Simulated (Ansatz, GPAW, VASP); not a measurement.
**Ge: programs and potentials compared**

```
Ge
1.0
     0.00000    2.82891    2.82891
     2.82891    0.00000    2.82891
     2.82891    2.82891    0.00000
Ge
2
Direct
  0.75000 0.75000 0.75000
  0.50000 0.50000 0.50000
```

Alike in all runs: task single point; functional RPBE; k mesh 8 × 8 × 8; occupations gaussian, width 0.1 eV; no spin polarisation; no spin-orbit coupling. Pressure is positive in compression and, in plane waves, holds the error of the finite cutoff, which Ansatz's Pulay term estimates and takes out.

| program and potentials | plane-wave cutoff (eV) | notes | band gap (eV) | pressure (GPa) |
| --- | --- | --- | --- | --- |
| Ansatz, Ansatz PAW | 420 | potentials made for PBE, which Ansatz adapts in part; 14 valence electrons an atom on average; Pulay term of +0.03 GPa included | 0.14 | 5.42 |
| Ansatz, all-electron LAPW, scalar-relativistic | - | - | ? | ? |
| VASP, PBE PAW files Ge_d, 520 eV | 520 | potentials made for PBE; 14 valence electrons an atom on average | 0.15 | 5.25 |
| GPAW, the program's PAW data sets (release 1.2.1) made for this functional | 600 | 4 valence electrons an atom on average | 0.20 | 5.70 |

Problem. Estimate from the other rows what the run with Ansatz, all-electron LAPW, scalar-relativistic gave.

Solution. Band gap 0.15 eV; pressure 5.40 GPa. The other rows, which needn't bracket it: band gap 0.14 to 0.20; pressure 5.25 to 5.70.
